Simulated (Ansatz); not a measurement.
Consider the formation energy of MgAl2O4 (spinel, Fd-3m) from the elements. Reaction: Mg (hcp) + 2 Al (fcc) + 2 O2 (gas) → MgAl2O4 (spinel). Negative: the products are lower in energy. The value is per atom of the solid.

MgAl2O4 (spinel, Fd-3m), 14 atoms in the cell. Conventional cell: a = 8.1687 Å, b = 8.1687 Å, c = 8.1687 Å, α = 90.00°, β = 90.00°, γ = 90.00°.

Ansatz (a program for electronic structure) with PAW potentials; structures come from PBE relaxations, nuclei static, no net charge. Ansatz runs with its default PAW set. Other levels take these structures. HSE06 runs on coarser k-point meshes, mended by the PBE difference between the two meshes. Some cells are metallic or hold partly filled levels, where a hybrid on a coarse mesh is less sure. The lattices are those relaxed with PBE, so at other levels the solids can be strained, which adds to the spread. A dispersion term (D3(BJ), or D4 for r2SCAN) was computed beside these levels and is taken off wherever the name lacks it.

Measured enthalpy at 298 K, from tabulated formation enthalpies: -3.40 eV/atom (as tabulated in Friedrich and co-workers, 2018, arXiv:1811.08952). It holds thermal and zero-point parts that the computed values lack, which would shift all levels alike, taken here as about 0.04 eV/atom at most.

### Question
Which of the levels (PBE, LDA, PBEsol, RPBE, r2SCAN, HSE06) reproduces the measured value best, and by how much do the others miss?

### Answer
```
Method  computed (eV/atom)  computed less measured
------  ------------------  ----------------------
LDA                  -3.34                    0.06
r2SCAN               -3.25                    0.15
HSE06                -3.11                    0.29
PBEsol               -3.04                    0.36
PBE                  -2.95                    0.45
RPBE                 -2.77                    0.63
```

LDA comes closest here; RPBE misses by 0.63 eV/atom.
